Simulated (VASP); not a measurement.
CdTe under changes of volume

One of the cells (33.580 Å³/atom); the others are scaled copies at fixed shape and fractional positions:

```
Te Cd
1.0
     0.00000    3.22623    3.22623
     3.22623    0.00000    3.22623
     3.22623    3.22623    0.00000
Te Cd
1 1
Direct
  0.75000 0.75000 0.75000
  0.00000 0.00000 0.00000
```

- Program: VASP 6.6.1
- Functional: PBE
- Potentials or basis: VASP PAW PBE potentials, release 64 (Te, Cd)
- Cutoff: 520 eV
- k mesh: 7 × 7 × 7
- Occupations: fermi-dirac, width 0.05 eV
- Spin: no spin polarisation

```tsv
volume (Å³/atom)	energy over the lowest point (meV/atom)	pressure (GPa)	gap on the mesh (eV)
30.947	112.82	8.3	1.07
31.605	81.77	6.8	1.00
32.263	56.32	5.6	0.94
33.580	?	?	?
34.239	8.18	2.4	0.75
34.897	0.00	1.6	0.69
```

Q: What does the run at 33.580 Å³/atom give?

A: Energy over the lowest point 20.01 meV/atom; pressure 3.4 GPa; gap on the mesh 0.81 eV.

Worked out: A Birch-Murnaghan fit of order 3 (a polynomial in V^(-2/3)) to the other rows has no minimum within the range. It gives 20.02 meV/atom at 33.580 Å³/atom, against the run's 20.01, and -dE/dV = 3.4 GPa, against 3.4. A straight line through the other rows of the gap, of slope -3.16 eV per unit of ln V (its deformation potential), gives 0.81 eV, against the run's 0.81.

Energies are extrapolated to zero smearing.

Caveats: spin-orbit coupling is left out, which moves the levels of the heavy elements.
